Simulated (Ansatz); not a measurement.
Ti2O:

```
CELL_PARAMETERS angstrom
2.91940 0.00000 0.00000
-1.45970 2.52827 0.00000
0.00000 0.00000 4.71300
ATOMIC_POSITIONS crystal
Ti 0.33333 0.66667 0.72126
Ti 0.66667 0.33333 0.27874
O 0.00000 0.00000 0.00000
```

```yaml
Program: Ansatz 0.2.0
Task: relaxation of cell and atoms
Functional: r2SCAN
Dispersion: D3(BJ)+ATM
Potentials_or_basis: Ansatz PAW
Cutoff: 500 eV
Density_cutoff: 2000 eV
k_mesh: 10 × 10 × 6
Occupations: methfessel-paxton, width 0.1 eV
Spin: no spin polarisation
```

At the start: volume 11.60 Å³/atom.

Q: Where does the relaxation end?

A: Over 6 steps the energy falls by 25.4 meV/atom and the volume is 11.99 Å³/atom (+3.4 %); space group P-3m1 (No. 164, to 0.05 Å).

Step by step:
```
step  energy change (eV)  largest force (eV/Å)  volume (Å³)
   1              0.0000                1.0261        34.79
   2             -0.0455                0.4121        36.71
   3             -0.0746                0.0116        36.12
   4             -0.0753                0.0271        35.99
   5             -0.0754                0.0007        35.98
   6             -0.0762                0.0009        35.98
```

Final structure:
```xyz
3
Lattice="2.9412 0.0000 0.0000 -1.4706 2.5472 0.0000 0.0000 0.0000 4.8019" Properties=species:S:1:pos:R:3 pbc="T T T"
Ti    0.0000    1.6981    3.5100
Ti    1.4706    0.8491    1.2920
O     0.0000    0.0000    0.0000
```

Caveat: the PAW data sets were made with another functional, which shifts forces and pressure a little.
